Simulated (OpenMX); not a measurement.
# SiC (Moissanite) (P6_3mc) in OpenMX: notebook, part 2 of 2

OpenMX 3.8.5.

## Step 3: Single point, LDA, 10.34 Å³/atom

SiC.dat

```
System.CurrrentDirectory             ./
System.Name                          SiC
DATA.PATH                            ./DFT_DATA13
level.of.stdout                      1
level.of.fileout                     0
Species.Number                       2
<Definition.of.Atomic.Species
  Si  Si7.0-s2p2d1           Si_CA13
  C   C6.0-s2p2d1            C_CA13
Definition.of.Atomic.Species>

Atoms.Number                         4
Atoms.SpeciesAndCoordinates.Unit     FRAC
<Atoms.SpeciesAndCoordinates
    1  Si    0.6666666667    0.3333333333    0.5000000000   2.000  2.000
    2  Si    0.3333333333    0.6666666667    0.0000000000   2.000  2.000
    3  C     0.6666666667    0.3333333333    0.8850000000   2.000  2.000
    4  C     0.3333333333    0.6666666667    0.3850000000   2.000  2.000
Atoms.SpeciesAndCoordinates>

Atoms.UnitVectors.Unit               Ang
<Atoms.UnitVectors
     3.0760000000    0.0000000000    0.0000000000
    -1.5380000000    2.6638941420    0.0000000000
     0.0000000000    0.0000000000    5.0480000000
Atoms.UnitVectors>

scf.XcType                           LDA
scf.SpinPolarization                 off
scf.ElectronicTemperature            580.226
scf.energycutoff                     300.0
scf.maxIter                          100
scf.EigenvalueSolver                 band
scf.Kgrid                            11 11 5
scf.Mixing.Type                      rmm-diisk
scf.Init.Mixing.Weight               0.05
scf.Min.Mixing.Weight                0.001
scf.Max.Mixing.Weight                0.3
scf.Mixing.History                   25
scf.Mixing.StartPulay                8
scf.criterion                        1.0e-8
MD.Type                              nomd
```

Potentials or basis: OpenMX 2013 LDA set, Si7.0-s2p2d1, C6.0-s2p2d1, fixed grid of 28 × 28 × 54 points.

Run with:

```console
openmx SiC.dat -nt 1 > SiC.std
```

Run time: 89 s. Hardware: 1 thread of Arm Neoverse V2, shared host; peak memory 0.55 GiB.

The run converged. Its results:

| Quantity | Value |
| --- | --- |
| Free energy | -543.6795 eV |
| Largest force | 0.792 eV/Å |
| Band gap on the k mesh | 2.56 eV, indirect (least direct gap 4.16 eV) |
| Mulliken charges | Si +0.65; C -0.65 e |

Caveat: Mulliken charges move with the basis; an odd mesh through Γ misses points on the zone boundary, where band edges often lie; the basis of atomic orbitals isn't converged, which shifts pressures, moduli and gaps.

## Step 4: Single point, LDA, 10.13 Å³/atom (volume scaled by 0.98)

SiC.dat, as its differences from that of step 3:

```diff
@@ -22,5 +22,5 @@
 <Atoms.UnitVectors
-     3.0760000000    0.0000000000    0.0000000000
-    -1.5380000000    2.6638941420    0.0000000000
-     0.0000000000    0.0000000000    5.0480000000
+     3.0553550827    0.0000000000    0.0000000000
+    -1.5276775413    2.6460151191    0.0000000000
+     0.0000000000    0.0000000000    5.0141197845
 Atoms.UnitVectors>
@@ -30,3 +30,2 @@
 scf.ElectronicTemperature            580.226
-scf.energycutoff                     300.0
 scf.maxIter                          100
@@ -42 +41,3 @@
 MD.Type                              nomd
+scf.Ngrid                            28 28 54
+scf.energycutoff                     300.0
```

Run with:

```console
openmx SiC.dat -nt 1 > SiC.std
```

Wall time 90 s (1 thread of Arm Neoverse V2, shared host); peak memory 0.56 GiB.

It converged, with:

```
Free energy            : -543.6759 eV
Largest force          : 0.823 eV/Å
Band gap on the k mesh : 2.52 eV, indirect (least direct gap 4.21 eV)
Mulliken charges       : Si +0.63; C -0.63 e
```

Caveat: Mulliken charges move with the basis; an odd mesh through Γ misses points on the zone boundary, where band edges often lie; the basis of atomic orbitals isn't converged, which shifts pressures, moduli and gaps.

## Step 5: Single point, LDA, 10.55 Å³/atom (volume scaled by 1.02)

SiC.dat, as its differences from that of step 4:

```diff
@@ -22,5 +22,5 @@
 <Atoms.UnitVectors
-     3.0553550827    0.0000000000    0.0000000000
-    -1.5276775413    2.6460151191    0.0000000000
-     0.0000000000    0.0000000000    5.0141197845
+     3.0963714546    0.0000000000    0.0000000000
+    -1.5481857273    2.6815363392    0.0000000000
+     0.0000000000    0.0000000000    5.0814314379
 Atoms.UnitVectors>
```

Run with:

```console
openmx SiC.dat -nt 1 > SiC.std
```

Wall time 81 s (1 thread of Arm Neoverse V2, shared host); peak memory 0.55 GiB.

The run converged. Its results:

- Free energy: -543.6603 eV
- Largest force: 0.762 eV/Å
- Band gap on the k mesh: 2.60 eV, indirect (least direct gap 4.12 eV)
- Mulliken charges: Si +0.67; C -0.67 e

Caveat: Mulliken charges move with the basis; an odd mesh through Γ misses points on the zone boundary, where band edges often lie; the basis of atomic orbitals isn't converged, which shifts pressures, moduli and gaps.

## Step 6: Single point, LDA, 9.93 Å³/atom (volume scaled by 0.96)

SiC.dat, as its differences from that of step 5:

```diff
@@ -22,5 +22,5 @@
 <Atoms.UnitVectors
-     3.0963714546    0.0000000000    0.0000000000
-    -1.5481857273    2.6815363392    0.0000000000
-     0.0000000000    0.0000000000    5.0814314379
+     3.0344273363    0.0000000000    0.0000000000
+    -1.5172136681    2.6278911591    0.0000000000
+     0.0000000000    0.0000000000    4.9797754205
 Atoms.UnitVectors>
```

Potentials or basis: OpenMX 2013 LDA set, Si7.0-s2p2d1, C6.0-s2p2d1, fixed grid of 28 × 28 × 54 points.

Run with:

```console
openmx SiC.dat -nt 1 > SiC.std
```

Wall time 95 s (1 thread of Arm Neoverse V2, shared host); peak memory 0.57 GiB.

The run converged. Its results:

- Free energy: -543.6470 eV
- Largest force: 0.855 eV/Å
- Band gap on the k mesh: 2.48 eV, indirect (least direct gap 4.25 eV)
- Mulliken charges: Si +0.61; C -0.61 e

Caveat: Mulliken charges move with the basis; an odd mesh through Γ misses points on the zone boundary, where band edges often lie; the basis of atomic orbitals isn't converged, which shifts pressures, moduli and gaps.

## Step 7: Single point, LDA, 10.75 Å³/atom (volume scaled by 1.04)

SiC.dat, as its differences from that of step 6:

```diff
@@ -22,5 +22,5 @@
 <Atoms.UnitVectors
-     3.0344273363    0.0000000000    0.0000000000
-    -1.5172136681    2.6278911591    0.0000000000
-     0.0000000000    0.0000000000    4.9797754205
+     3.1164783262    0.0000000000    0.0000000000
+    -1.5582391631    2.6989494007    0.0000000000
+     0.0000000000    0.0000000000    5.1144286705
 Atoms.UnitVectors>
```

Run with:

```console
openmx SiC.dat -nt 1 > SiC.std
```

Run time: 82 s. Hardware: 1 thread of Arm Neoverse V2, shared host; peak memory 0.53 GiB.

It converged, with:

| Property | Result |
| --- | --- |
| Free energy | -543.6202 eV |
| Largest force | 0.732 eV/Å |
| Band gap on the k mesh | 2.59 eV, indirect (least direct gap 4.07 eV) |
| Mulliken charges | Si +0.69; C -0.69 e |

Caveat: Mulliken charges move with the basis; an odd mesh through Γ misses points on the zone boundary, where band edges often lie; the basis of atomic orbitals isn't converged, which shifts pressures, moduli and gaps.

## Step 8: Single point, LDA, 9.72 Å³/atom (volume scaled by 0.94)

SiC.dat, as its differences from that of step 7:

```diff
@@ -22,5 +22,5 @@
 <Atoms.UnitVectors
-     3.1164783262    0.0000000000    0.0000000000
-    -1.5582391631    2.6989494007    0.0000000000
-     0.0000000000    0.0000000000    5.1144286705
+     3.0132068704    0.0000000000    0.0000000000
+    -1.5066034352    2.6095136966    0.0000000000
+     0.0000000000    0.0000000000    4.9449506768
 Atoms.UnitVectors>
```

Run with:

```console
openmx SiC.dat -nt 1 > SiC.std
```

Run time: 97 s. Hardware: 1 thread of Arm Neoverse V2, shared host; peak memory 0.65 GiB.

The run converged. Its results:

```yaml
Free_energy: -543.5901 eV
Largest_force: 0.891 eV/Å
Band_gap_on_the_k_mesh: 2.44 eV, indirect (least direct gap 4.30 eV)
Mulliken_charges: Si +0.59; C -0.59 e
```

Caveat: Mulliken charges move with the basis; an odd mesh through Γ misses points on the zone boundary, where band edges often lie; the basis of atomic orbitals isn't converged, which shifts pressures, moduli and gaps.

## Step 9: Single point, LDA, 10.96 Å³/atom (volume scaled by 1.06)

SiC.dat, as its differences from that of step 8:

```diff
@@ -22,5 +22,5 @@
 <Atoms.UnitVectors
-     3.0132068704    0.0000000000    0.0000000000
-    -1.5066034352    2.6095136966    0.0000000000
-     0.0000000000    0.0000000000    4.9449506768
+     3.1363290418    0.0000000000    0.0000000000
+    -1.5681645209    2.7161406248    0.0000000000
+     0.0000000000    0.0000000000    5.1470055276
 Atoms.UnitVectors>
```

Potentials or basis: OpenMX 2013 LDA set, Si7.0-s2p2d1, C6.0-s2p2d1, fixed grid of 28 × 28 × 54 points.

Run with:

```console
openmx SiC.dat -nt 1 > SiC.std
```

It took 82 s on 1 thread of Arm Neoverse V2, shared host; peak memory 0.52 GiB.

Results (log left out):

| Quantity | Value |
| --- | --- |
| Free energy | -543.5612 eV |
| Largest force | 0.704 eV/Å |
| Band gap on the k mesh | 2.55 eV, indirect (least direct gap 4.02 eV) |
| Mulliken charges | Si +0.70; C -0.70 e |

Caveat: Mulliken charges move with the basis; an odd mesh through Γ misses points on the zone boundary, where band edges often lie; the basis of atomic orbitals isn't converged, which shifts pressures, moduli and gaps.

## Step 10: Equation of state, LDA

This step only gathers the single runs of the series.

Results (log left out):

```
Equilibrium volume                        : 10.27 Å³/atom
Bulk modulus at fixed shape and positions : 228 GPa
Pressure derivative of the bulk modulus   : 3.8
```

Energy against volume, from the lowest point:
```tsv
volume (Å³/atom)	energy (meV/atom)
9.721	22.35
9.927	8.13
10.134	0.91
10.341	0.00
10.548	4.81
10.755	14.83
10.961	29.58
```

Caveat: volumes in these bases differ from converged ones by about 1 %, for some elements by several; the cell was scaled at fixed shape and fractional positions, which overstates the stiffness of a crystal with free parameters, most of all of layers and chains; the basis of atomic orbitals isn't converged, which shifts pressures, moduli and gaps.
